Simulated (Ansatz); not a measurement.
Crystal: Se.

```
CELL_PARAMETERS angstrom
4.36620 0.00000 0.00000
-2.18310 3.78124 0.00000
0.00000 0.00000 4.95360
ATOMIC_POSITIONS crystal
Se 0.77460 0.77460 0.00000
Se 0.00000 0.22540 0.66667
Se 0.22540 0.00000 0.33333
```

| Quantity | Value |
| --- | --- |
| Program | Ansatz 0.2.0 |
| Task | single point |
| Functional | PBEsol |
| Potentials or basis | Ansatz PAW |
| Cutoff | 420 eV (not typed: the program's choice for these potentials) |
| k mesh | 7 × 7 × 6 |
| Occupations | fermi-dirac, width 0.05 eV |
| Spin | no spin polarisation |

On this cell: pressure 0.2 GPa; largest force 0.287 eV/Å; band gap on the k mesh 1.14 eV, indirect (least direct gap 1.44 eV).

The same run follows on a disturbed copy (atoms moved at random, drawn with an rms of 0.05 Å):

```xyz
3
Lattice="4.3662 0.0000 0.0000 -2.1831 3.7812 0.0000 0.0000 0.0000 4.9536" Properties=species:S:1:pos:R:3 pbc="T T T"
Se    1.7025    2.9419    0.0130
Se   -0.4753    0.8926    3.2587
Se    0.9908    0.0067    1.6217
```

**Question.** What changes?

**Answer.** The energy moves by +4.0 meV/atom; pressure 0.0 GPa; largest force 0.558 eV/Å; band gap on the k mesh 0.86 eV, indirect (least direct gap 1.28 eV).

Forces in eV/Å, atoms in the order of the input:
```
Se  -0.241 -0.116 -0.490
Se  -0.151  0.021  0.318
Se   0.392  0.095  0.172
```

Stress tensor (GPa, compression positive):
```
 0.08  0.25  0.49
 0.25 -1.12  1.30
 0.49  1.30  0.92
```

Caveats: odd divisions of the mesh miss points on the zone boundary, where band edges often lie, so the gap on the mesh can be too wide; the PAW data sets come from PBE, with cores solved anew for the run's functional, which leaves a small shift of forces and pressure.

A k mesh can miss the band edges.
